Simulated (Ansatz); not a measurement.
## BaTiO3: Quadrupolar parameters

The cell is a refined structure from the COD whose atoms were relaxed with PBE, the cell held.

```yaml
crystal:
  lattice:
    - [4.00600, 0.00000, 0.00000]
    - [0.00000, 4.00600, 0.00000]
    - [0.00000, 0.00000, 4.00600]
  atoms:
    - { symbol: Ba, position: [0.50000, 0.50000, 0.50000] }
    - { symbol: Ti, position: [0.00000, 0.00000, 0.00000] }
    - { symbol: O, position: [0.50000, 0.00000, 0.00000] }
    - { symbol: O, position: [0.00000, 0.50000, 0.00000] }
    - { symbol: O, position: [0.00000, 0.00000, 0.50000] }
```

Sites (sets of like atoms) are named by element and the number of their first atom in this list.

All values are calculated (Ansatz; DFT, PBE, plane waves and PAW, with spin–orbit coupling, 420 eV cutoff, Γ-centred 8×8×8 k-points, Fermi–Dirac smearing 0.02 eV), not measured.

Conventions: |V_zz| ≥ |V_yy| ≥ |V_xx|, η = (V_xx − V_yy)/V_zz, C_Q = eQV_zz/h.

¹³⁷Ba: I = 3/2, Q = 236.0 mb; 49Ti: I = 7/2, Q = 247.0 mb; 17O: I = 5/2, Q = -25.58 mb. Quadrupole moments are those of Pyykkö's year-2017 table.

**Question.** Which values are expected at the nuclei?

**Answer.** 

```json
{"site": "Ba", "atoms (order as listed)": "1", "first shell": "12 O at 2.83 Å", "V_zz (10²¹ V/m²)": "0.00", "η": "–", "C_Q (MHz)": "0"}
{"site": "Ti", "atoms (order as listed)": "2", "first shell": "6 O at 2.00 Å", "V_zz (10²¹ V/m²)": "0.00", "η": "–", "C_Q (MHz)": "0"}
{"site": "O", "atoms (order as listed)": "3, 4, 5", "first shell": "2 Ti at 2.00 Å, angle 180°; also 4 Ba at 2.83 Å", "V_zz (10²¹ V/m²)": "2.59", "η": "0.00", "C_Q (MHz)": "-1.60"}
```

An axis of threefold or higher order runs through O, so V_zz lies along it and η is zero. Ba and Ti sit on a cubic site, where every gradient vanishes.

This high-symmetry form of BaTiO3 is unstable when cold, to polar off-centring of Ti. The symmetry of the cell holds that distortion back, wholly or in part, and it would change the field gradients, the more the larger the distortion.
